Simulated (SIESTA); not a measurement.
Wanted: the native input for a SIESTA 5.4.2 run.

```
Task                   : relaxation of cell and atoms
Functional             : PBEsol
Potentials or basis    : PseudoDojo 0.4 standard (PBEsol files)
Basis                  : DZP (energy shift 0.003 Ry; two zetas on semicore shells)
Grid cutoff            : 750 Ry
Energy shift           : 0.003 Ry
k mesh                 : 7 × 7 × 4
Occupations            : fermi-dirac, width 0.05 eV
Spin                   : no spin polarisation
optimiser              : Broyden
force tolerance        : 0.01 eV/Å
stress tolerance (GPa) : 0.05
```

Crystal: Pb.

```xyz
2
Lattice="3.4800 0.0000 0.0000 -1.7400 3.0138 0.0000 0.0000 0.0000 5.5900" Properties=species:S:1:pos:R:3 pbc="T T T"
Pb    1.7400    1.0046    4.1925
Pb    0.0000    2.0092    1.3975
```

This isn't the form of Pb at room conditions, which is fcc.

One way to write it, as run:

Pb.fdf

```
SystemName                      Pb
SystemLabel                     Pb
NumberOfSpecies                 1
NumberOfAtoms                   2
%block ChemicalSpeciesLabel
  1  82 Pb
%endblock ChemicalSpeciesLabel

LatticeConstant                 1.0 Ang
%block LatticeVectors
     3.4800000000     0.0000000000     0.0000000000
    -1.7400000000     3.0137684052     0.0000000000
     0.0000000000     0.0000000000     5.5900000000
%endblock LatticeVectors
AtomicCoordinatesFormat         Fractional
%block AtomicCoordinatesAndAtomicSpecies
     0.6666666667     0.3333333333     0.7500000000  1  Pb
     0.3333333333     0.6666666667     0.2500000000  1  Pb
%endblock AtomicCoordinatesAndAtomicSpecies

%block kgrid.MonkhorstPack
    7   0   0  0.0
    0   7   0  0.0
    0   0   4  0.0
%endblock kgrid.MonkhorstPack
XC.Functional                   GGA
XC.Authors                      PBEsol
PAO.BasisSize                   DZP
PAO.EnergyShift                 0.003 Ry
Mesh.Cutoff                     750 Ry
OccupationFunction              FD
ElectronicTemperature           0.05 eV
MaxSCFIterations                120
SCF.MustConverge                false
SCF.Mixer.Method                Pulay
SCF.Mixer.Weight                0.25
SCF.Mixer.History               8
SCF.DM.Tolerance                5.0e-05
SCF.H.Tolerance                 1.0e-03 eV
WriteForces                     true
Charge.Mulliken                 end
MD.TypeOfRun                    Broyden
MD.Steps                        40
MD.MaxForceTol                  0.01 eV/Ang
MD.MaxDispl                     0.1 Ang
WriteCoorStep                   true
AtomCoorFormatOut               Fractional
MD.VariableCell                 true
MD.MaxStressTol                 0.05 GPa
%block PAO.Basis
  Pb 4
  n=6 0 2
    6.155 0.000
  n=6 1 2
    8.826 0.000
  n=5 2 2
    4.164 0.000
  n=6 2 1
    8.826
%endblock PAO.Basis
```

Potentials or basis: PseudoDojo 0.4 standard (PBEsol files), DZP (energy shift 0.003 Ry; two zetas on semicore shells).

The run is started by

```console
$ siesta Pb.fdf > Pb.out 2>&1
```

Results of the run:

```json
{
 "Relaxed volume": "30.15 Å³/atom",
 "Relaxed cell": "a = 3.524 Å, b = 3.524 Å, c = 5.608 Å, α = 90.00°, β = 90.00°, γ = 120.00°",
 "Space group after relaxing (to 0.05 Å)": "P6_3/mmc (No. 194)",
 "Energy gained by relaxing": "4.2 meV/atom",
 "Ionic steps": "6",
 "Pressure after relaxing": "0.0 GPa",
 "Band gap on the k mesh": "none (metal or under the smearing width)"
}
```

Caveat: the basis of atomic orbitals isn't converged, which shifts pressures, moduli and gaps.

Run time: 4.4 min on 1 thread of Arm Neoverse V1 (shared host), peak memory 0.44 GiB.
